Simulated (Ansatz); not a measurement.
# Zn interstitial in ZnF2

Level of theory: DFT PBE, scalar-relativistic, plane waves, PAW in Ansatz. Run with 420 eV cutoff, 2×2×2 k-mesh, shifted by half a step, Gaussian smearing of 0.01 eV, collinear spin in charge +1 alone.

Host crystal, relaxed:

```xyz
6
Lattice="4.7999 0.0000 0.0000 0.0000 4.7999 0.0000 0.0000 0.0000 3.1755" Properties=species:S:1:pos:R:3 pbc="T T T"
Zn    2.3999    2.3999    1.5877
Zn    0.0000    0.0000    0.0000
F     3.3389    3.3389    0.0000
F     3.8609    0.9390    1.5877
F     1.4610    1.4610    0.0000
F     0.9390    3.8609    1.5877
```

Supercell of 48 atoms, rows in host cell vectors: 1 1 -2; -1 1 2; 1 -1 2. Atoms relax at the host's cell, keeping the symmetry that the supercell leaves at the site. The cell is small, so energies carry finite-size errors of tenths of an eV. The host's Kohn–Sham gap is 3.52 eV. Atoms are taken from and returned to the elements' standard states. Charged cells are corrected for image charges with the computed static dielectric tensor (mean 8.6) and aligned with the host's potential at far atoms (alignment terms reach 0.64 eV). No band-filling term is added, and the Fermi level counts from the host's valence band top.

Defect: Zn interstitial set at (0.000, 0.500, 0.250) of the host cell. Before relaxation its nearest neighbours are 4 F at 1.91 Å.

| charge | E_f at the valence band top (eV) | over the neutral state (eV) | moment (μB) | largest move (Å) | atoms near the site |
| --- | --- | --- | --- | --- | --- |
| +2 | -3.73 | -6.85 | 0.00 | 0.39 | 4 F at 1.94 Å, 4 F at 2.74 Å |
| +1 | -0.54 | -3.65 | 0.49 | 0.38 | 4 F at 1.97 Å, 4 F at 2.76 Å |
| 0 | 3.12 | 0.00 | 0.00 | 0.38 | 4 F at 2.28 Å, 4 Zn at 2.70 Å |

Among the charges computed the stable one is +2 at the valence band top, changing to +1 at 3.20 eV. In charge +1 the cell has partly filled bands: a level of the defect may be part filled, the carrier may sit in the host's bands, or levels may cross between the k points, so transitions that involve it are doubtful. Other sites of the defect weren't tried. Fractional moments come from partly filled bands of the small cell.